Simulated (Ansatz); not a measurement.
SnTe:

```
Te Sn
1.0
     3.90470    0.00000    0.00000
     0.00000    3.90470    0.00000
     0.00000    0.00000    3.90470
Te Sn
1 1
Direct
  0.50000 0.50000 0.50000
  0.00000 0.00000 0.00000
```

Measurements of this composition are mostly on another form, of space group No. 225.

- Program: Ansatz 0.2.0
- Task: relaxation of cell and atoms
- Functional: PBEsol
- Dispersion: D3(BJ)
- Potentials or basis: Ansatz PAW
- Cutoff: 420 eV (not typed: the program's choice for these potentials)
- k mesh: 7 × 7 × 7
- Occupations: fermi-dirac, width 0.05 eV
- Spin: no spin polarisation

At the start: volume 29.77 Å³/atom.

Q: How do energy, volume and symmetry change on relaxing?

A: It ends after 5 steps and the volume is 25.81 Å³/atom (-13.3 %); space group Pm-3m (No. 221, to 0.05 Å).

The path:
| step | energy change (eV) | largest force (eV/Å) | volume (Å³) |
| --- | --- | --- | --- |
| 1 | 0.0000 | 0.0000 | 59.53 |
| 2 | -0.1810 | 0.0000 | 51.36 |
| 3 | -0.1812 | 0.0000 | 51.75 |
| 4 | -0.1813 | 0.0000 | 51.63 |
| 5 | -0.1798 | 0.0000 | 51.63 |

Final structure:
```
Te Sn
1.0
     3.72359    0.00000    0.00000
     0.00000    3.72359    0.00000
     0.00000    0.00000    3.72359
Te Sn
1 1
Direct
  0.50000 0.50000 0.50000
  0.00000 0.00000 0.00000
```

Caveat: the plane-wave basis is chosen anew once the cell has moved, so the energies of steps on either side of that aren't comparable; pairwise dispersion overbinds metals, which lowers pressure and volume; the PAW data sets come from PBE, with cores solved anew for the run's functional, which leaves a small shift of forces and pressure.
